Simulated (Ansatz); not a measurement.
A plane-wave DFT run in Ansatz 0.2.0 (scalar-relativistic PAW potentials unless the input names others): input and command.

```yaml
crystal:
  lattice:
    - [0.0, 2.5575, 2.5575]
    - [2.5575, 0.0, 2.5575]
    - [2.5575, 2.5575, 0.0]
  atoms:
    - { symbol: Hf, position: [0.008797654, -0.008797654, 0.008797654] }
    - { symbol: O, position: [0.25, 0.25, 0.25] }
    - { symbol: O, position: [0.75, 0.75, 0.75] }
basis:
  ecutwfc: 420
kpoints:
  mp_grid: { grid: [8, 8, 8] }
hamiltonian:
  xc: pbesol
scf:
  occupations: { method: gaussian, width: 0.02 }
  convergence: { dr2_threshold: 0.0001 }
output:
  forces: true
  eigenvalues: true
  stress: true
```

```bash
ansatz run input.yaml --threads 1 --pin off --max-ram 1331MiB --backend cpu --events-out ev --progress --plain --runs-dir out
```

Abridged log:
```
Warning: scf.convergence.dr2_threshold = 1e-4 eV is looser than this run's default, which is 1e-7 eV or tighter. The error in the forces grows as the threshold's square root, so leave the key out unless less accurate forces are enough
Warning: output.stress: scf.convergence.dr2_threshold = 1e-4 eV is looser than the 3e-10 eV advised for a printed stress (1e-10 eV for each atom of the cell: 3). ...
Pseudopotentials: kind: paw
Pseudopotential: Hf, paw, valence charge 26, recommended cutoff 420 eV (normal)
Pseudopotential: O, paw, valence charge 6, recommended cutoff 420 eV (normal)
Functional definition: PBEsol
Crystal: 3 atoms, lattice volume = 33.456 Å³
Basis set: ecut = 420 eV, 645 PW (Γ), exchange–correlation on 50×50×50 points (8 copies of the dense FFT grid, shifted against one another)
Bands: 23, of which v1, the nominal top of the filled ones, is band 19 counted from 1 (18 counted from 0)
Symmetry: 8 space group operations
Space group: I4mm (ITA 107), of the structure as read, at distance tolerance 3.2e-5 Å
k-points: 59 of 512 (time reversal used)
Initial density: superposition of atomic densities (neutral atoms: chi_scale 0, normalization atom), corrected by the library's trained network
Initial wavefunctions: pseudopotential atomic-orbital guess
Functional: x = pbesol(κ = 0.804, μ = 0.12345679), c = pbesol(β = 0.046)
SCF iter   1: F=—  HF=-16725.043178 eV  |F-HF|=—  |Δ(HF+E_count)|=         —  Δρ=1.68e-2  dr2=7.66e-2  ethr=1.77e-3  ⟨swp⟩=4.9  Hψ=5055  notcnv=0
SCF iter   2: F=—  HF=-16725.032727 eV  |F-HF|=—  |Δ(HF+E_count)|=   1.05e-2  Δρ=1.09e-2  dr2=3.26e-2  ethr=2.01e-4  ⟨swp⟩=2.0  Hψ=2946  notcnv=0
SCF iter   3: F=—  HF=-16725.024007 eV  |F-HF|=—  |Δ(HF+E_count)|=   8.72e-3  Δρ=1.29e-3  dr2=2.43e-4  ethr=8.59e-5  ⟨swp⟩=2.0  Hψ=2403  notcnv=0
SCF iter   4: F=—  HF=-16725.024127 eV  |F-HF|=—  |Δ(HF+E_count)|=   1.21e-4  Δρ=5.20e-4  dr2=2.76e-5  ethr=6.40e-7  ⟨swp⟩=2.2  Hψ=2387  notcnv=0
SCF iter   5: F=-16725.024165 eV  HF=-16725.024163 eV  |F-HF|=2.57e-6  |Δ(HF+E_count)|=   3.53e-5  Δρ=1.30e-4  dr2=1.73e-6  ethr=7.28e-8  ⟨swp⟩=2.2  Hψ=2400  notcnv=0
SCF iter   6: F=-16725.024165 eV  HF=-16725.024165 eV  |F-HF|=3.25e-9  |Δ(HF+E_count)|=   2.78e-6  Δρ=8.19e-6  dr2=1.34e-8  ethr=4.54e-9  ⟨swp⟩=2.1  Hψ=4097  notcnv=0
SCF 1 converged in 6 iterations: F = -16725.024165 eV  dr2 = 1.34e-8
SCF converged after 6 iterations
Free energy (F): -16725.024165 eV
Harris-Foulkes:  -16725.024165 eV  (|F-HF|=3.25e-9)
Internal energy: -16725.024165 eV  (E = F + TS)
E sigma→0 (E₀):  -16725.024165 eV
Fermi energy:    17.173023 eV
--- Forces (eV/Å), atoms counted from 1 ---
  atom   1  Hf     0.00000000    -0.16864152     0.00000000
  atom   2  O      0.00000000     0.08417862     0.00000000
  atom   3  O      0.00000000     0.08417862     0.00000000
--- Stress (GPa, compression-positive) ---
       -9.996058       0.000000       0.000000
        0.000000      -9.961618       0.000000
        0.000000       0.000000      -9.996058
  P = ⅓ Tr σ = -9.9846 GPa (-99.846 kbar)
```

Apart from outputs and empty bands, the input differs from a reference run on usual settings in scf.convergence.dr2_threshold: not typed → 0.0001. The reference, at the same geometry (not necessarily relaxed), gave pressure -9.98 GPa, largest force 0.169 eV/Å, gap on the mesh 3.59 eV. This run converged in 6 SCF iterations (reference: 6) with an energy at zero smearing within 0.01 meV/atom of the reference's, pressure -9.98 GPa, largest force 0.169 eV/Å, gap on the mesh 3.59 eV.

The SCF went on to a residual of 1.3e-08 eV, far under the typed threshold, which therefore didn't bind.